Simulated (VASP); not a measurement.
Set up this calculation in VASP 6.6.1, as the native input.

| Item | Value |
| --- | --- |
| Task | single point |
| Functional | PBEsol |
| Potentials or basis | VASP PAW PBE potentials, release 64 (Ba_sv, Zr_sv, O) |
| Cutoff | 520 eV |
| k mesh | 6 × 6 × 6 |
| Occupations | gaussian, width 0.02 eV |
| Spin | no spin polarisation |
| Dipole correction | no |
| Further INCAR settings | ALGO = Fast; EDIFF = 1e-07; NBANDS = 28 |

The structure of BaZrO3 lies in POSCAR:

```
BaZrO3
1.0
    4.1432224964      0.0000000000      0.0000000000
    0.0000000000      4.1432224964      0.0000000000
    0.0000000000      0.0000000000      4.2002898564
Ba Zr O
1 1 3
Direct
    0.0000000000      0.0000000000      0.0000000000
    0.5000000000      0.5000000000      0.5000000000
    0.5000000000      0.5000000000      0.0000000000
    0.5000000000      0.0000000000      0.5000000000
    0.0000000000      0.5000000000      0.5000000000
```

The cell was built by a generator and isn't the measured one.

The input as run:

INCAR

```
SYSTEM = BaZrO3
PREC     = Accurate       ! precision mode
ENCUT    = 520            ! plane-wave cutoff, eV
EDIFF    = 1E-7           ! SCF threshold, eV
ISMEAR   = 0              ! smearing method
SIGMA    = 0.02           ! smearing width, eV
LREAL    = .FALSE.        ! projectors in reciprocal space
LASPH    = .TRUE.         ! aspherical terms in the spheres
NELM     = 100            ! most SCF steps
ALGO     = Fast           ! electronic algorithm
ISIF     = 2              ! what is computed and relaxed
LWAVE    = .FALSE.        ! write WAVECAR
LCHARG   = .FALSE.        ! write CHGCAR
GGA      = PS             ! functional
NBANDS   = 28             ! bands
```

KPOINTS

```
regular mesh
0
G
  6 6 6
  0 0 0
```

Potentials or basis: VASP PAW PBE potentials, release 64 (Ba_sv, Zr_sv, O).

Command:

```bash
$ cat potpaw_PBE.64/Ba_sv/POTCAR potpaw_PBE.64/Zr_sv/POTCAR potpaw_PBE.64/O/POTCAR > POTCAR
$ mpirun -np 1 vasp_std > vasp.out
```

Results of the run:

```json
{
 "Pressure": "3.5 GPa",
 "Band gap on the k mesh": "3.11 eV, indirect (least direct gap 3.31 eV)"
}
```

Caveat: the PAW data sets were made with another functional, which shifts forces and pressure a little; spin-orbit coupling is left out, which moves the levels of the heavy elements.

It took 79 s on 1 thread of Intel(R) Xeon(R) 6975P-C (Granite Rapids) (shared host), peak memory 0.23 GiB.
